**Why does this slip in tantalum get so hard near halfway?**

I work with tantalum sheet and am trying to read this density-functional scan, in which one half of a bcc crystal slides rigidly over the other along [0 1 -1] on a (011) plane. The space group named below is that of the unslipped crystal; every slipped row has a lower symmetry. "Slip" is the fraction of a full lattice repeat, "fault energy" the cost per area of the cut, and "shear traction" the stress that resists further sliding.

Ta, 4 atoms in the cell, bcc type, space group Im-3m (229), conventional a = 3.303 Å, 18.01 Å³ an atom. Rigid slide of a crystal across a plane by tilting cell vector c, one fault a cell, unrelaxed. Ansatz 0.2.0, plane-wave PAW, scalar-relativistic; functional PBE; no spin polarisation; cutoff 420 eV; k mesh 17×17×5; Gaussian smearing of 0.15 eV; k points shifted by (0, 0, 0) mesh steps; the scan starts from a cell that was not relaxed at this level; slip vector (1, -1) multiples of cell vectors a and b.

| slip (fraction of the slip vector) | fault energy (mJ/m²) | shear traction (GPa (slope of the fault energy along the slip)) |
| --- | --- | --- |
| 0 | 0 | 0.00 |
| 0.0833 | 174 | 8.06 |
| 0.1667 | 550 | 10.88 |
| 0.25 | 985 | 10.99 |
| 0.3333 | 1544 | 20.05 |
| 0.4167 | 2550 | 28.26 |
| 0.5 | 3235 | -0.01 |

1. Why is there no resistance at the point where the energy is highest?
2. Why does most of the energy come so late?
3. The traction pauses near 11 GPa. Is there a stable fault?
4. Could I have estimated the peak stress from the height alone?
5. Does a single cause explain the whole curve?
6. What would change if the layers could move apart?
7. Is the last energy the barrier to plastic flow in my sheet?
8. Which digits can I trust?

**Answer**

**1. Energy and resistance.** The traction is the slope of the energy along the slip, so it vanishes at the top of the hill. At slip 0.5 symmetry demands this, because sliding on and sliding back are equivalent. Along the slip the crystal is balanced there, but a small push either way sends it downhill. The strongest computed resistance, 28 GPa, comes one point earlier, and the true peak may lie between the computed points.

**2. The late rise.** Follow one atom at the cut and look at its neighbours on the other side. At the start it has two first neighbours at 2.86 Å and two second neighbours at 3.30 Å. Sliding carries both first neighbours away and brings one of the second neighbours closer. At half slip that atom sits exactly on top, at a distance equal to the layer spacing of 2.34 Å.

This is 18 % shorter than the normal neighbour distance, and metal atoms resist such squeezing strongly, because their filled inner shells begin to overlap, which the Pauli principle makes costly. The repulsion grows steeply as the distance shrinks, which helps to pile up the cost at the end of the path. Question 5 looks at how far this explanation reaches. About 70 % of the energy is gained after slip 0.25. The 18 % is pure geometry and holds for this slip in any ideal bcc crystal, whatever its lattice constant.

**3. The pause.** No stable fault appears. It would need a dip in the energy, but the energy rises at every computed step and the traction stays positive until half slip. The two values near 11 GPa are too close to be told apart.

The neighbour distances give only a hint of why the resistance stops growing for a while. At one eighth of the slip vector the closing neighbour and the two parting ones are equally far away, so the atom sits over a hollow between three others. There a new bond can partly replace what the old ones lost, which should hold the resistance down. But the pause comes later, between slip 0.1667 and 0.25, and by its end the new neighbour is already 9 % closer than normal. The hollow alone therefore doesn't explain the pause, and the table can't say what else does.

In an fcc metal, sliding a close-packed plane from one hollow to the next usually does lead to a stable stacking fault. Here the energy climbs straight past the hollow.

**4. An estimate from the height.** The classic Frenkel picture takes a smooth wave for the energy,

$$\gamma(x)=\gamma_0\sin^2(\pi x/L),\qquad \tau(x)=\frac{\pi\gamma_0}{L}\sin(2\pi x/L),$$

where $\gamma$ is the fault energy, $\tau$ the traction, $x$ the distance slid and $L$ = 4.67 Å the full slip vector. With the height $\gamma_0$ = 3.235 J/m² taken from the last row, the peak stress is

$$\tau_{\max}=\frac{3.14\times 3.235\ \mathrm{J/m^2}}{4.67\times10^{-10}\ \mathrm{m}}\approx 21.8\ \mathrm{GPa}.$$

The largest computed traction is 30 % higher than this. The position is wrong too: the wave puts its peak at slip 0.25, where the computed traction is only half as large as predicted. A smooth wave spreads the cost evenly about the quarter point, whereas the rigid crystal of this scan pays most of it beyond that point.

The reverse estimate also fails. A wave matched to the traction at slip 0.0833 would reach only about 2400 mJ/m², a quarter too low. The gentle start of the slip doesn't reveal how hard the end will be.

**5. Is the close contact everything?** It follows the shape better than the wave does, but not fully. I tried an energy that depends only on the distance to the closing neighbour and falls off exponentially with it. Its height and decay length were adjusted by least squares to all seven rows. The typical (rms) miss is about 140 mJ/m², against 310 for a wave with its best height, which has one constant fewer. For rows left out of the fit the miss grows to about 250 mJ/m², so the better match is no proof of the cause. The contact model still gives too little energy early on, 101 instead of 174 mJ/m² at slip 0.0833, where hardly anything is being squeezed yet. Its largest miss comes at slip 0.3333, where it gives too much, 1758 instead of 1544 mJ/m².

The forces give a sharper test. At slip 0.4167 an atom at the cut is pushed away from the other half with 3.3 eV/Å. If this push came from the closing neighbour alone, acting along the line between the two atoms, its part along the slip would be only 0.56 eV/Å. The computed force along the slip is 1.5 eV/Å.

Other atoms must therefore take part. The natural candidates are the two parting neighbours, which would pull the atom back towards its old place. They would also pull the two halves together and so hide some of the contact's push, which is why these forces can't be divided into exact shares. Tantalum's d electrons may add to this, because they form directional bonds that resist being bent as well as stretched. A likely picture is old bonds being strained while a new contact is being crushed, but the forces themselves show only that the contact doesn't act alone.

**6. Letting the layers move apart.** The scan holds the layer spacing fixed. At half slip each atom at the cut is pushed outwards with 4.7 eV/Å, so a real crystal would open there and relieve the contact. At slip 0.0833 the push is only 0.13 eV/Å, and there is much less to relieve.

If the unslipped crystal is kept as the zero, the energies are thus upper bounds for the same path with opening allowed, and the values near half slip should fall the most. The curve would probably become flatter and its late peak in traction weaker. How much weaker can't be read from rigid layers; it takes a scan in which the atoms relax at right angles to the plane.

**7. The barrier in real sheet.** No. Tantalum normally slips along ⟨111⟩, the direction in which first neighbours touch, and the geometry shows why that is easier. On the same plane, an atom moved halfway along that shorter vector sits over a bridge between two others. It is displaced sideways from each by half the neighbour distance, 1.43 Å, so its distance from them is

$$\sqrt{2.34^2+1.43^2}\approx 2.7\ \text{Å}.$$

That is only slightly shorter than a normal bond, and the atom comes hardly any closer elsewhere on the way, so the severe squeeze of the present path is avoided. A scan along ⟨111⟩ should therefore show a much lower hill. Even that hill would not give the yield stress, since real metal deforms by moving dislocations, which shift a few atoms at a time instead of a whole plane at once.

The same reasoning gives a first guess for other directions on this plane: find the closest approach along the path. A path that leads over the top of an atom should be costly, and one that stays over bridges and hollows cheaper.

**8. The digits.** For this rigid path, the tractions and the energy at half slip agree to about 1 %. The tractions were obtained from stresses and forces, not from energy differences, so they offer an independent check. Integrated up to half slip with Simpson's rule they give 3258 mJ/m², against 3235 in the table. Part of that closeness is luck: over single thirds of this path the two differ by about 2 %, with changing sign. The electronic smearing shifts the energies by at most 15 mJ/m², so the last digit or two of the large values carry no meaning.

Agreement within the calculation is not accuracy for real tantalum. The missing relaxation probably matters most, above all near half slip. The run's own record lists no warnings. The makers of the data do caution, from tests on other systems and not from this run, that atoms can come far too close in such a scan. Here the shortest distance falls to 2.34 Å at half slip, so the values near that point still deserve extra care. The energies also hold for zero temperature and leave out the atoms' zero-point motion. The starting crystal is also under about 3 GPa of pressure, and the faults repeat every four layers, with no thicker cell to show whether they disturb each other. The late, steep rise is a sound result for rigid layers; its exact height is not a material constant.
